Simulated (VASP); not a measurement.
A run of VASP 6.6.1:

INCAR

```
  PREC = Accurate
  ENCUT = 600
  EDIFF = 1E-6
  ISMEAR = -1
  SIGMA = 0.05
  LREAL = F
  LASPH = T
  NELM = 150
  ALGO = Fast
  ISIF = 3
  LWAVE = F
  LCHARG = F
  ISPIN = 2
  MAGMOM = 1
  LORBIT = 11
  LMAXMIX = 4
  GGA = PE
  IVDW = 2
  IBRION = 2
  NSW = 40
  EDIFFG = -0.005
```

File KPOINTS:

```
Automatic mesh
0
Gamma
  10 10 10
```

The input POSCAR:

```
Ni
1.0
    0.0000000000      1.7375729330      1.7375729330
    1.7375729330      0.0000000000      1.7375729330
    1.7375729330      1.7375729330      0.0000000000
Ni
1
Direct
    0.0000000000      0.0000000000      0.0000000000
```

Potentials or basis: VASP PAW PBE potentials, release 64 (Ni).

The run is started by

```bash
$ cat potpaw_PBE.64/Ni/POTCAR > POTCAR
$ mpirun -np 1 vasp_std > vasp.out
```

Hardware: 1 thread of Intel(R) Xeon(R) 6975P-C (Granite Rapids), with other jobs on the host.

Task: Estimate the wall time of this run.

Result: Wall time 43 s on 1 thread of Intel(R) Xeon(R) 6975P-C (Granite Rapids), on a shared host, peak memory 0.14 GiB. Counts: scf iterations 78, k points 47, ion steps 13.
